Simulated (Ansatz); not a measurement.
## Mn, diamond: how the functional moves the structure

All rows: Ansatz, plane waves with scalar-relativistic PAW, 420 eV (500 eV for the SCAN forms), relaxed under each functional, no dispersion correction, no zero-point motion. B₀ comes from uniform scaling at fixed shape; a dash is a value not given.

| functional | V (Å³/atom) | cell | B₀ (GPa) | magnetic state | ΔE to alpha-Mn (A12) (meV/atom) |
| --- | --- | --- | --- | --- | --- |
| PBE | 16.93 | a = 5.135 Å | 55 | antiferromagnetic, largest moment 2.09 μB in the atomic sphere | 1325 |
| r²SCAN | 21.19 | a = 5.535 Å | 26 | antiferromagnetic, largest moment 3.54 μB in the atomic sphere | 1151 |
| PBEsol | 15.39 | a = 4.975 Å | - | antiferromagnetic, largest moment 1.52 μB in the atomic sphere | 1497 |
| LDA | 14.18 | a = 4.841 Å | - | antiferromagnetic, largest moment 0.53 μB in the atomic sphere | 1517 |
| revPBE | 18.14 | a = 5.256 Å | 40 | antiferromagnetic, largest moment 2.48 μB in the atomic sphere | 1247 |
| RPBE | 18.68 | a = 5.306 Å | 36 | antiferromagnetic, largest moment 2.62 μB in the atomic sphere | 1214 |

LDA gives the smallest volume and r²SCAN the largest.
